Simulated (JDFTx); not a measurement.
## Li2S under changes of volume

One of the cells (15.344 Å³/atom); the others are scaled copies at fixed shape and fractional positions:

```
S Li
1.0
     0.00000    2.84450    2.84450
     2.84450    0.00000    2.84450
     2.84450    2.84450    0.00000
S Li
1 2
Cartesian
  0.0000 0.0000 0.0000
  4.2668 4.2668 4.2668
  1.4223 1.4223 1.4223
```

```yaml
Program: JDFTx 1.7.0 (patched build)
Functional: PBEsol
Potentials_or_basis: PseudoDojo-SR-PBEsol-0.4.1-standard with smoothed tails
Cutoff: 1007 eV
Density_cutoff: 8055 eV
k_mesh: 8 × 8 × 8
Occupations: fermi-dirac, width 0.05 eV
Spin: no spin polarisation
```

```csv
volume (Å³/atom),energy over the lowest point (meV/atom),pressure (GPa),gap on the mesh (eV)
14.423,?,?,?
14.730,1.04,1.0,3.19
15.037,0.00,0.1,3.21
15.344,0.62,-0.8,3.22
15.650,2.75,-1.5,3.23
15.957,6.25,-2.2,3.25
16.264,10.98,-2.8,3.26
```

Task: What does the run at 14.423 Å³/atom give?

Result: Energy over the lowest point 3.92 meV/atom; pressure 2.0 GPa; gap on the mesh 3.17 eV.

Worked out: A Birch-Murnaghan fit of order 3 (a polynomial in V^(-2/3)) to the other rows has its minimum at 15.07 Å³/atom with B0 = V·E''(V) = 42 GPa and B' = 4.0. It gives 3.93 meV/atom at 14.423 Å³/atom, against the run's 3.92, and -dE/dV = 2.0 GPa, against 2.0. A straight line through the other rows of the gap, of slope 0.692 eV per unit of ln V, extrapolates to 3.18 eV, against the run's 3.17.

Energies are extrapolated to zero smearing.

A mesh can miss the band edges.
